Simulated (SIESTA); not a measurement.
# TiO2 (Anatase) under changes of volume

One of the cells (11.354 Å³/atom); the others are scaled copies at fixed shape and fractional positions:

```
CELL_PARAMETERS angstrom
-1.89210 1.89210 4.75730
1.89210 -1.89210 4.75730
1.89210 1.89210 -4.75730
ATOMIC_POSITIONS crystal
Ti 0.75000 0.25000 0.50000
Ti 0.00000 0.00000 0.00000
O 0.79190 0.79190 0.00000
O 0.54190 0.04190 0.50000
O 0.95810 0.45810 0.50000
O 0.20810 0.20810 0.00000
```

| Quantity | Value |
| --- | --- |
| Program | SIESTA 5.4.2 |
| Functional | LDA |
| Potentials or basis | PseudoDojo 0.4 standard (LDA files) |
| Basis | DZP (energy shift 0.003 Ry; two zetas on semicore shells) |
| Grid cutoff | 800 Ry |
| Energy shift | 0.003 Ry |
| k mesh | 7 × 7 × 7 |
| Occupations | fermi-dirac, width 0.05 eV |
| Spin | no spin polarisation |

| volume (Å³/atom) | energy over the lowest point (meV/atom) | pressure (GPa) | gap on the mesh (eV) | largest force (eV/Å) |
| --- | --- | --- | --- | --- |
| 10.673 | 21.42 | 13.2 | 2.02 | 0.406 |
| 10.900 | 6.83 | 7.5 | 1.98 | 0.253 |
| 11.127 | 0.00 | 2.3 | 1.94 | 0.112 |
| 11.354 | 0.16 | -2.4 | 1.91 | 0.020 |
| 11.581 | 6.63 | -6.6 | 1.87 | 0.141 |
| 11.808 | 18.73 | -10.4 | 1.83 | 0.255 |
| 12.035 | ? | ? | ? | ? |

Q: What does the run at 12.035 Å³/atom give?

A: Energy over the lowest point 35.92 meV/atom; pressure -13.8 GPa; gap on the mesh 1.80 eV; largest force 0.359 eV/Å.

Worked out: A Birch-Murnaghan fit of order 3 (a polynomial in V^(-2/3)) to the other rows has its minimum at 11.23 Å³/atom with B0 = V·E''(V) = 232 GPa and B' = 4.2 at fixed shape and positions, which overstates the stiffness. It gives 35.94 meV/atom at 12.035 Å³/atom, against the run's 35.92, and -dE/dV = -13.8 GPa, against -13.8. A straight line through the other rows of the gap, of slope -1.85 eV per unit of ln V, extrapolates to 1.80 eV, against the run's 1.80.

Energies are extrapolated to zero smearing.

Caveats: an odd mesh through Γ misses points on the zone boundary, where band edges often lie; the basis of atomic orbitals isn't converged, which shifts pressures, moduli and gaps.
